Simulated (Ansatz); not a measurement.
## Ligand exchange: GeH2Br2 + C4H8 → GeH2(CH3)Br + C3H5Br

Gas-phase species: GeH2Br2 `[Br][GeH2][Br]`, singlet; C4H8 (1-butene) `C=CCC`, singlet; GeH2(CH3)Br, singlet; C3H5Br (allyl bromide) `C=CCBr`, singlet. The partners trade Br for CH3: Ge–Br and C–CH3 bonds give way to Ge–CH3 and C–Br.

Shapes, held fixed at every level: PBE0-D4/def2-TZVP. Flexible molecules stand in one conformer, not always the lowest. Programs: Ansatz 0.2.0. The zero-point and thermal change to 298 K, harmonic and unscaled (PBE0-D4/def2-TZVP), is -4.3 kJ/mol.

```csv
level,kind,ΔH(298 K) (kJ/mol),less CCSD(T)/def2-TZVPP
SPW92/def2-TZVPP,LDA,+86.2,+3.4
PBE-D4/def2-TZVPP,GGA,+84.4,+1.6
wB97X-V/def2-TZVPP,range-separated hybrid,+88.8,+6.0
MP2/def2-TZVPP,perturbation theory,+83.4,+0.6
CCSD(T)/def2-SVP,coupled cluster or CI,+102.2,+19.4
CCSD/def2-TZVPP,coupled cluster or CI,+85.3,+2.5
CCSD(T)/def2-TZVPP,coupled cluster or CI,+82.8,0.0
```

The highest level, CCSD(T)/def2-TZVPP, gives ΔH(298 K) = +82.8 kJ/mol; the levels span +82.8 to +102.2. The column of differences is taken from that level and isn't an error. No measured value is set beside it here. Relativity is left out for Br, Ge. Outer-core shells of Br, Ge are correlated, in sets that cover them unevenly.
